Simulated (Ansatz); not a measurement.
# Ca (beta-Sn type): energy against volume

Theory: DFT, RPBE, plane waves (420 eV) with PAW, scalar-relativistic in Ansatz. The PAW files were generated under PBE, with cores re-solved for the functional.

The cell is scaled uniformly from the relaxed one, with fractional coordinates and shape fixed. Energies are extrapolated to zero smearing, pressures are those at the given smearing. Because the bonds are stretched with the cell, B₀ of this curve lies above the true bulk modulus of such a structure. Magnetic state: spin not included.

A Birch-Murnaghan fit gives V₀ = 45.58 Å³/atom, B₀ = 12.2 GPa, B₀′ = 3.2.

Task: What are the energy above the minimum and the pressure at 47.492 Å³/atom?

Result: 2.9 meV/atom and -0.45 GPa as computed.

Task: What are the energy above the minimum and the pressure at 49.319 Å³/atom?

Result: 10.5 meV/atom and -0.83 GPa as computed.

Task: What are the energy above the minimum and the pressure at 51.145 Å³/atom?

Result: 22.0 meV/atom and -1.15 GPa as computed.
